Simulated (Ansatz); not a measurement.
**MgI₂**

```
Mg I
1.0
     4.15370    0.00000    0.00000
    -2.07685    3.59721    0.00000
     0.00000    0.00000    6.86200
Mg I
1 2
Direct
  0.00000 0.00000 0.00000
  0.33333 0.66667 0.75763
  0.66667 0.33333 0.24237
```

Atom numbers follow the list: Mg1, I2, I3.

Structure: COD 2013551, as refined from experiment and not relaxed.

Spin–orbit coupling is left out, though it moves levels of the heavy atoms by tenths of an eV or more.

Methods: DFT, PBEsol, all-electron LAPW, scalar-relativistic (Ansatz 0.2.0); DFT, PBEsol, PAW with Ansatz's default frozen-core files, scalar-relativistic (Ansatz 0.2.0); DFT, PBEsol, all-electron PAW with datasets made for the crystal, scalar-relativistic (Ansatz 0.2.0).

For LAPW: a Γ-centred 7×7×4 k mesh, Fermi–Dirac smearing of 0.03 eV, basis error target 1 meV/atom, no spin polarisation. PAW takes a cutoff of 420 eV at this cell (files made with PBE, cores remade for this functional). The crystal-made all-electron datasets (AE datasets) take a cutoff of 260 eV at this cell. The Ansatz runs share mesh, smearing and spin set-up. Values come from LAPW unless marked.

No spin–orbit coupling: at heavy atoms the gradients can be off by tens of per cent for that reason.

```yaml
Pressure_at_this_cell: -0.19 GPa
Band_gap: 3.48 eV, indirect from Γ to L (0.5, 0, 0.5)
Stress_xx_yy_zz_compression_positive: -0.32, -0.32, 0.07 GPa
Largest_force: 0.036 eV/Å on I2
Smallest_direct_gap_on_the_path: 3.58 eV
Löwdin_charges_with_0.24_e_of_the_cell_spilling_out_of_the_atomic_basis_so_their_sizes_and_signs_hang_on_that_basis: Mg1 1.35, I2 -0.56 e
Bader_charges_from_the_PAW_run: Mg1 +1.62, I2 -0.81 e
Field_gradients_Vzz_crystal-made_datasets: Mg1 0.01 (η = 0.00), I2 -5.05 (η = 0.00) in 10²¹ V/m²
Volume_per_atom: 34.18 Å³
```
